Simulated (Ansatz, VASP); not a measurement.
**Two plane-wave programs on Be4H**

```
CELL_PARAMETERS angstrom
2.22441 0.00000 0.00000
-1.11221 1.92640 0.00000
0.00000 0.00000 8.43286
ATOMIC_POSITIONS crystal
Be 0.33333 0.66667 0.82830
Be 0.33333 0.66667 0.39209
Be 0.66667 0.33333 0.17170
Be 0.66667 0.33333 0.60791
H 0.00000 0.00000 0.00000
```

Change from the starting cell: species swapped into the Co4H type (P-3m1, No. 164).

Alike in both runs: functional PBE; k mesh 12 × 12 × 4; occupations gaussian, width 0.1 eV; no spin polarisation.

Ansatz relaxed the structure, and its values are those at the end. VASP's run is a single point on that final structure, the one shown.

|  | VASP | Ansatz |
| --- | --- | --- |
| version | VASP 6.6.1 | Ansatz 0.2.0 |
| potentials or method | VASP PAW PBE potentials, release 64 (Be, H) | scalar-relativistic, plane waves, PAW |
| plane-wave cutoff (eV) | 520 | 420 |
| valence electrons in the cell | 9 | 9 |

```csv
,VASP,Ansatz,Ansatz less VASP
gap on the k mesh at the Fermi level (eV),none,none,-
pressure (GPa),0.3,0.2,-0.09
rms of the force components (eV/Å),0.006,0.006,+0.0004
```

A gap of «none» marks a metal or a gap that the smearing closes.
